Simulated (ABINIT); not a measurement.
# MgB2 (P6/mmm) in ABINIT: further runs, part 2 of 2

ABINIT 10.8.3 (patched build). Earlier steps stand in the parts before.

### 4 Equation of state, SOGGA

run.abi reads:

```
# Datasets: one volume each
ndtset 7
getwfk -1
scalecart1 3*0.9795861087
scalecart2 3*0.9864848297
scalecart3 3*0.9932883884
scalecart4 3*1.0000000000
scalecart5 3*1.0066227096
scalecart6 3*1.0131594038
scalecart7 3*1.0196128224

# Pseudopotentials
pp_dirpath "./"
pseudos "Mg.GGA_PBE-JTH.xml, B.GGA_PBE-JTH.xml"

# Structure
acell 3*1.0
rprim
     5.8298050945     0.0000000000     0.0000000000
    -2.9149025472     5.0487593110     0.0000000000
     0.0000000000     0.0000000000     6.6575051371
ntypat 2
znucl 12 5
natom 3
typat 1 2 2
xred
     0.0000000000     0.0000000000     0.0000000000
     0.6666666667     0.3333333333     0.5000000000
     0.3333333333     0.6666666667     0.5000000000

# Plane-wave basis
ecut 19.0
pawecutdg 38.0
pawovlp 30

# k points
kptopt 1
ngkpt 10 10 8
nshiftk 1
shiftk 0.0 0.0 0.0

# Exchange and correlation
ixc -150130

# Bands and occupations
nband 12
occopt 3
tsmear 0.00183747

# SCF cycle
nstep 100
tolvrs 1.0e-9

# Output
iomode 3
prtwf 1
prtden 0
prteig 0
prtebands 0
```

Potentials or basis: JTH PAW PBE v2.0.

Run with:

```
$ abinit run.abi > log 2>&1
```

run.abo:

```text
.Version 10.8.3 of ABINIT
 DATASET    1 : space group P6/m m m (#191); Bravais hP (primitive hexag.)
================================================================================
 Values of the parameters that define the memory need for DATASET  1.
     intxc =       0    ionmov =       0      iscf =      17    lmnmax =       8
     lnmax =       4     mgfft =      27  mpssoang =       2    mqgrid =    3001
     natom =       3  nloc_mem =       2    nspden =       1   nspinor =       1
    nsppol =       1      nsym =      24    n1xccc =       1    ntypat =       2
    occopt =       3   xclevel =       2
       mpw =         751          nfft =       15552          nkpt =          70
 PAW method is used; the additional fine FFT grid is defined by:
   mgfftf=        40    nfftf =     40960
================================================================================
================================================================================
[... 71 lines left out ...]
 DATASET    7 : space group P6/m m m (#191); Bravais hP (primitive hexag.)
================================================================================
 Values of the parameters that define the memory need for DATASET  7.
     intxc =       0    ionmov =       0      iscf =      17    lmnmax =       8
     lnmax =       4     mgfft =      30  mpssoang =       2    mqgrid =    3001
     natom =       3  nloc_mem =       2    nspden =       1   nspinor =       1
    nsppol =       1      nsym =      24    n1xccc =       1    ntypat =       2
    occopt =       3   xclevel =       2
       mpw =         834          nfft =       17280          nkpt =          70
 PAW method is used; the additional fine FFT grid is defined by:
   mgfftf=        40    nfftf =     51840
================================================================================
================================================================================

--------------------------------------------------------------------------------
------------- Echo of variables that govern the present computation ------------
--------------------------------------------------------------------------------
 -outvars: echo values of preprocessed input variables --------
            acell      1.0000000000E+00  1.0000000000E+00  1.0000000000E+00 Bohr
              amu      2.43050000E+01  1.08110000E+01
             ecut      1.90000000E+01 Hartree
           getwfk          -1
                       outvar_i_n : Printing only first  50 k-points.
              ixc     -150130
           jdtset        1    2    3    4    5    6    7
[... 170 lines left out ...]
 Radius for shape functions =  1.40269776
 Compensation charge density is not taken into account in XC energy/potential

   3.19844030E+02                                ecore*ucvol(ha*bohr**3)
--------------------------------------------------------------------------------

[... 1255 lines left out ...]
-Cartesian components of stress tensor (GPa)         [Pressure= -1.1264E+01 GPa]
- sigma(1 1)=  1.21700978E+01  sigma(3 2)=  0.00000000E+00
- sigma(2 2)=  1.21700978E+01  sigma(3 1)=  0.00000000E+00
- sigma(3 3)=  9.45177294E+00  sigma(2 1)= -2.28061787E-09

== END DATASET(S) ==============================================================
================================================================================

 -outvars: echo values of variables after computation  --------
            acell      1.0000000000E+00  1.0000000000E+00  1.0000000000E+00 Bohr
           etotal1    -6.9104040722E+01
           etotal2    -6.9104705159E+01
           etotal3    -6.9104902478E+01
           etotal4    -6.9104674713E+01
           etotal5    -6.9104060594E+01
           etotal6    -6.9103093970E+01
           etotal7    -6.9101803386E+01
            fcart1    -1.5716695081E-29  9.9814419496E-29 -0.0000000000E+00
                      -6.2866780326E-29  2.3592499154E-28 -0.0000000000E+00
                       7.8583475407E-29 -3.3573941103E-28 -0.0000000000E+00
            fcart2    -1.5606784527E-29 -9.0105812477E-30 -0.0000000000E+00
                      -1.0924749169E-28 -9.0105812468E-30 -0.0000000000E+00
                       1.2485427622E-28  1.8021162495E-29 -0.0000000000E+00
            fcart3     1.5499885387E-29 -2.6846589002E-29 -0.0000000000E+00
                      -7.7499426935E-29  3.4900565702E-28 -0.0000000000E+00
                       6.1999541548E-29 -3.2215906802E-28 -0.0000000000E+00
            fcart4    -3.0791712353E-29 -8.8888017078E-29 -0.0000000000E+00
[... 52 lines left out ...]
           xangst3     0.0000000000E+00  0.0000000000E+00  0.0000000000E+00
                       1.5321473381E+00  8.8458567808E-01  1.7496774950E+00
                       1.7521096661E-11  1.7691713562E+00  1.7496774950E+00
           xangst4     0.0000000000E+00  0.0000000000E+00  0.0000000000E+00
                       1.5424999990E+00  8.9056278963E-01  1.7614999988E+00
                       1.7639405145E-11  1.7811255793E+00  1.7614999988E+00
           xangst5     0.0000000000E+00  0.0000000000E+00  0.0000000000E+00
                       1.5527155285E+00  8.9646072837E-01  1.7731659018E+00
                       1.7755988019E-11  1.7929214567E+00  1.7731659018E+00
           xangst6     0.0000000000E+00  0.0000000000E+00  0.0000000000E+00
                       1.5627983793E+00  9.0228206499E-01  1.7846802886E+00
                       1.7871371334E-11  1.8045641300E+00  1.7846802886E+00
           xangst7     0.0000000000E+00  0.0000000000E+00  0.0000000000E+00
                       1.5727527775E+00  9.0802923946E-01  1.7960479855E+00
                       1.7985148837E-11  1.8160584789E+00  1.7960479855E+00
             xred      0.0000000000E+00  0.0000000000E+00  0.0000000000E+00
                       6.6666666667E-01  3.3333333333E-01  5.0000000000E-01
                       3.3333333333E-01  6.6666666667E-01  5.0000000000E-01
 Calculation completed.
```

Wall time 1.7 min (1 thread of Arm Neoverse V2, shared host); peak memory 0.14 GiB.

Results:

| Property | Result |
| --- | --- |
| Equilibrium volume | 9.48 Å³/atom |
| Bulk modulus at fixed shape and positions | 157 GPa |
| Pressure derivative of the bulk modulus | 3.5 |

Energy against volume, from the lowest point:
```tsv
volume (Å³/atom)	energy (meV/atom)
9.098	7.82
9.292	1.79
9.485	0.00
9.679	2.07
9.873	7.64
10.066	16.40
10.260	28.11
```

Caveat: pressures at fixed basis lie under the slope of the energies; the cell was scaled at fixed shape and fractional positions, which overstates the stiffness of a crystal with free parameters, most of all of layers and chains; the PAW data sets were made with another functional, which shifts forces and pressure a little; the atomic spheres overlap.

### 5 Equation of state, LDA

Edit run.abi of step 4 so:

```diff
@@ -1,2 +1 @@
-# Datasets: one volume each
 ndtset 7
@@ -11,7 +10,5 @@
 
-# Pseudopotentials
 pp_dirpath "./"
-pseudos "Mg.GGA_PBE-JTH.xml, B.GGA_PBE-JTH.xml"
+pseudos "Mg.LDA_PW-JTH.xml, B.LDA_PW-JTH.xml"
 
-# Structure
 acell 3*1.0
@@ -30,8 +27,6 @@
 
-# Plane-wave basis
-ecut 19.0
-pawecutdg 38.0
+ecut 21.0
+pawecutdg 42.0
 pawovlp 30
 
-# k points
 kptopt 1
@@ -41,6 +36,4 @@
 
-# Exchange and correlation
-ixc -150130
+ixc 7
 
-# Bands and occupations
 nband 12
@@ -49,3 +42,2 @@
 
-# SCF cycle
 nstep 100
@@ -53,3 +45,2 @@
 
-# Output
 iomode 3
```

Potentials or basis: JTH PAW LDA v2.0.

Run with:

```
$ abinit run.abi > log 2>&1
```

run.abo:

```text
.Version 10.8.3 of ABINIT
 DATASET    1 : space group P6/m m m (#191); Bravais hP (primitive hexag.)
================================================================================
 Values of the parameters that define the memory need for DATASET  1.
     intxc =       0    ionmov =       0      iscf =      17    lmnmax =       8
     lnmax =       4     mgfft =      30  mpssoang =       2    mqgrid =    3001
     natom =       3  nloc_mem =       2    nspden =       1   nspinor =       1
    nsppol =       1      nsym =      24    n1xccc =       1    ntypat =       2
    occopt =       3   xclevel =       1
       mpw =         860          nfft =       17280          nkpt =          70
 PAW method is used; the additional fine FFT grid is defined by:
   mgfftf=        40    nfftf =     51840
================================================================================
================================================================================
[... 71 lines left out ...]
 DATASET    7 : space group P6/m m m (#191); Bravais hP (primitive hexag.)
================================================================================
 Values of the parameters that define the memory need for DATASET  7.
     intxc =       0    ionmov =       0      iscf =      17    lmnmax =       8
     lnmax =       4     mgfft =      30  mpssoang =       2    mqgrid =    3001
     natom =       3  nloc_mem =       2    nspden =       1   nspinor =       1
    nsppol =       1      nsym =      24    n1xccc =       1    ntypat =       2
    occopt =       3   xclevel =       1
       mpw =         968          nfft =       21870          nkpt =          70
 PAW method is used; the additional fine FFT grid is defined by:
   mgfftf=        40    nfftf =     51840
================================================================================
================================================================================

--------------------------------------------------------------------------------
------------- Echo of variables that govern the present computation ------------
--------------------------------------------------------------------------------
 -outvars: echo values of preprocessed input variables --------
            acell      1.0000000000E+00  1.0000000000E+00  1.0000000000E+00 Bohr
              amu      2.43050000E+01  1.08110000E+01
             ecut      2.10000000E+01 Hartree
           getwfk          -1
                       outvar_i_n : Printing only first  50 k-points.
              ixc           7
           jdtset        1    2    3    4    5    6    7
                       outvar_i_n : Printing only first  50 k-points.
         kptrlatt       10    0    0      0   10    0      0    0    8
          kptrlen1     5.21727964E+01
          kptrlen2     5.25402226E+01
          kptrlen3     5.29025804E+01
          kptrlen4     5.32600411E+01
          kptrlen5     5.36127669E+01
          kptrlen6     5.39609115E+01
          kptrlen7     5.43046208E+01
            natom           3
            nband          12
           ndtset           7
            ngfft1         24      24      30
            ngfft2         24      24      30
            ngfft3         24      24      30
            ngfft4         27      27      30
            ngfft5         27      27      30
            ngfft6         27      27      30
            ngfft7         27      27      30
          ngfftdg          36      36      40
             nkpt          70
            nstep         100
             nsym          24
           ntypat           2
[... 48 lines left out ...]
                       1.7755988019E-11  1.7929214567E+00  1.7731659018E+00
           xangst6     0.0000000000E+00  0.0000000000E+00  0.0000000000E+00
                       1.5627983793E+00  9.0228206499E-01  1.7846802886E+00
[... 10 lines left out ...]
            xcart3     0.0000000000E+00  0.0000000000E+00  0.0000000000E+00
                       2.8953388535E+00  1.6716246665E+00  3.3064112742E+00
                       3.3110074114E-11  3.3432493330E+00  3.3064112742E+00
            xcart4     0.0000000000E+00  0.0000000000E+00  0.0000000000E+00
                       2.9149025473E+00  1.6829197703E+00  3.3287525686E+00
                       3.3333644748E-11  3.3658395407E+00  3.3287525686E+00
            xcart5     0.0000000000E+00  0.0000000000E+00  0.0000000000E+00
                       2.9342071003E+00  1.6940652593E+00  3.3507979301E+00
                       3.3553954450E-11  3.3881305185E+00  3.3507979301E+00
            xcart6     0.0000000000E+00  0.0000000000E+00  0.0000000000E+00
                       2.9532609269E+00  1.7050659912E+00  3.3725569677E+00
                       3.3771997316E-11  3.4101319823E+00  3.3725569677E+00
            xcart7     0.0000000000E+00  0.0000000000E+00  0.0000000000E+00
                       2.9720720132E+00  1.7159265769E+00  3.3940388015E+00
                       3.3987005636E-11  3.4318531538E+00  3.3940388015E+00
             xred      0.0000000000E+00  0.0000000000E+00  0.0000000000E+00
                       6.6666666667E-01  3.3333333333E-01  5.0000000000E-01
                       3.3333333333E-01  6.6666666667E-01  5.0000000000E-01
            znucl       12.00000    5.00000

================================================================================

 chkinp: Checking input parameters for consistency, jdtset=   1.

 chkinp: Checking input parameters for consistency, jdtset=   2.
[... 40 lines left out ...]
 getcut: wavevector=  0.0000  0.0000  0.0000  ngfft=  36  36  40
         ecut(hartree)=     42.000   => boxcut(ratio)=   2.10240

--- Pseudopotential description ------------------------------------------------
- pspini: atom type   1  psp file is ./Mg.LDA_PW-JTH.xml
 Pseudopotential format is: paw10
 basis_size (lnmax)=  4 (lmn_size=  8), orbitals=   0   0   1   1
 Spheres core radius: rc_sph= 1.90157919
 Shapefunction is SIN type: shapef(r)=[sin(pi*r/rshp)/(pi*r/rshp)]**2
 Radius for shape functions =  1.70710089
 Compensation charge density is not taken into account in XC energy/potential

- pspini: atom type   2  psp file is ./B.LDA_PW-JTH.xml
 Pseudopotential format is: paw10
 basis_size (lnmax)=  4 (lmn_size=  8), orbitals=   0   0   1   1
 Spheres core radius: rc_sph= 1.70616958
 Shapefunction is SIN type: shapef(r)=[sin(pi*r/rshp)/(pi*r/rshp)]**2
 Radius for shape functions =  1.40269776
 Compensation charge density is not taken into account in XC energy/potential

   3.02922728E+02                                ecore*ucvol(ha*bohr**3)
--------------------------------------------------------------------------------

[... 1283 lines left out ...]
-Cartesian components of stress tensor (GPa)         [Pressure= -1.4587E+01 GPa]
- sigma(1 1)=  1.59038985E+01  sigma(3 2)=  0.00000000E+00
- sigma(2 2)=  1.59038985E+01  sigma(3 1)=  0.00000000E+00
- sigma(3 3)=  1.19541714E+01  sigma(2 1)= -2.20333458E-09

== END DATASET(S) ==============================================================
================================================================================

 -outvars: echo values of variables after computation  --------
            acell      1.0000000000E+00  1.0000000000E+00  1.0000000000E+00 Bohr
           etotal1    -6.9260832202E+01
           etotal2    -6.9260900891E+01
           etotal3    -6.9260525678E+01
           etotal4    -6.9259748709E+01
           etotal5    -6.9258605974E+01
           etotal6    -6.9257131770E+01
           etotal7    -6.9255354098E+01
            fcart1    -1.5716695081E-29 -9.0740381358E-30 -0.0000000000E+00
                      -1.5716695081E-29 -9.0740381358E-30 -0.0000000000E+00
                       3.1433390163E-29  1.8148076272E-29 -0.0000000000E+00
            fcart2    -0.0000000000E+00 -3.6042324991E-29 -0.0000000000E+00
                      -4.6820353582E-29 -3.8745499366E-28 -0.0000000000E+00
                       4.6820353582E-29  4.2349731865E-28 -0.0000000000E+00
            fcart3    -0.0000000000E+00  3.5795452002E-29 -0.0000000000E+00
                      -4.6499656161E-29 -4.4744315002E-29 -0.0000000000E+00
                       4.6499656161E-29  8.9488630001E-30 -0.0000000000E+00
            fcart4    -0.0000000000E+00 -0.0000000000E+00 -0.0000000000E+00
[... 52 lines left out ...]
           xangst3     0.0000000000E+00  0.0000000000E+00  0.0000000000E+00
                       1.5321473381E+00  8.8458567808E-01  1.7496774950E+00
                       1.7521096661E-11  1.7691713562E+00  1.7496774950E+00
           xangst4     0.0000000000E+00  0.0000000000E+00  0.0000000000E+00
                       1.5424999990E+00  8.9056278963E-01  1.7614999988E+00
                       1.7639405145E-11  1.7811255793E+00  1.7614999988E+00
           xangst5     0.0000000000E+00  0.0000000000E+00  0.0000000000E+00
                       1.5527155285E+00  8.9646072837E-01  1.7731659018E+00
                       1.7755988019E-11  1.7929214567E+00  1.7731659018E+00
           xangst6     0.0000000000E+00  0.0000000000E+00  0.0000000000E+00
                       1.5627983793E+00  9.0228206499E-01  1.7846802886E+00
                       1.7871371334E-11  1.8045641300E+00  1.7846802886E+00
           xangst7     0.0000000000E+00  0.0000000000E+00  0.0000000000E+00
                       1.5727527775E+00  9.0802923946E-01  1.7960479855E+00
                       1.7985148837E-11  1.8160584789E+00  1.7960479855E+00
             xred      0.0000000000E+00  0.0000000000E+00  0.0000000000E+00
                       6.6666666667E-01  3.3333333333E-01  5.0000000000E-01
                       3.3333333333E-01  6.6666666667E-01  5.0000000000E-01
 Calculation completed.
```

Run time: 77 s. Hardware: 1 thread of Arm Neoverse V2, shared host; peak memory 0.12 GiB.

What came out:

| Property | Result |
| --- | --- |
| Equilibrium volume | 9.22 Å³/atom |
| Bulk modulus at fixed shape and positions | 164 GPa |
| Pressure derivative of the bulk modulus | 3.6 |

Energy against volume, from the lowest point:
| volume (Å³/atom) | energy (meV/atom) |
| --- | --- |
| 9.098 | 0.62 |
| 9.292 | 0.00 |
| 9.485 | 3.40 |
| 9.679 | 10.45 |
| 9.873 | 20.82 |
| 10.066 | 34.19 |
| 10.260 | 50.31 |

Caveat: pressures at fixed basis lie under the slope of the energies; the cell was scaled at fixed shape and fractional positions, which overstates the stiffness of a crystal with free parameters, most of all of layers and chains; the atomic spheres overlap.

### 6 The runs side by side

```tsv
task	level	potentials or basis	cutoff (eV)	fine-grid cutoff	gap on the mesh (eV)	pressure (GPa)	V0 of scaled cells (Å³/atom)	B0 (GPa)
band structure	PW91	JTH PAW PBE v2.0	517	1034.03 eV	none	-1.4	-	-
band structure	AM05	JTH PAW PBE v2.0	517	1034.03 eV	none	-3.3	-	-
equation of state	SOGGA	JTH PAW PBE v2.0	517	1034.03 eV	-	-	9.48	157
equation of state	LDA	JTH PAW LDA v2.0	571	1142.88 eV	-	-	9.22	164
```

Alike in all rows: no spin polarisation; cell as given; k mesh 10 × 10 × 8; smearing fermi-dirac 0.05 eV.

Caveats: the atomic spheres overlap; the PAW data sets were made with another functional, which shifts forces and pressure a little (some runs); pressures at fixed basis lie under the slope of the energies (some runs); the cell was scaled at fixed shape and fractional positions, which overstates the stiffness of a crystal with free parameters, most of all of layers and chains (some runs).

Total energies depend on the potentials used, so only differences within one code and one set of settings carry meaning.
